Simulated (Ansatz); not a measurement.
Crystal: SnTe.

```xyz
2
Lattice="3.9047 0.0000 0.0000 0.0000 3.9047 0.0000 0.0000 0.0000 3.9047" Properties=species:S:1:pos:R:3 pbc="T T T"
Te    1.9524    1.9524    1.9524
Sn    0.0000    0.0000    0.0000
```

Measurements of this composition are mostly on another form, of space group No. 225.

Base run:

| Item | Value |
| --- | --- |
| Program | Ansatz 0.2.0 |
| Functional | HF |
| Potentials or basis | Ansatz PAW |
| Cutoff | 420 eV (not typed: the program's choice for these potentials) |
| k mesh | 4 × 4 × 4 |
| Occupations | fermi-dirac, width 0.05 eV |
| Spin | no spin polarisation |

Its results: band gap on the k mesh 2.41 eV; pressure 6.5 GPa.

The run is repeated on the same cell with these changes: functional from HF to r2SCAN0; cutoff from 420 eV (not typed: the program's choice for these potentials) to 500 eV (not typed: the program's choice for these potentials). What comes out?

Band gap on the k mesh none (metal or under the smearing width); pressure 0.8 GPa.

Caveats: some runs use coarse meshes; the PAW data sets come from PBE, with cores solved anew for the run's functional, which leaves a small shift of forces and pressure; the thresholds are loose for stress; spin-orbit coupling is left out, which moves the levels of the heavy elements (some runs).

A k mesh can miss the band edges.
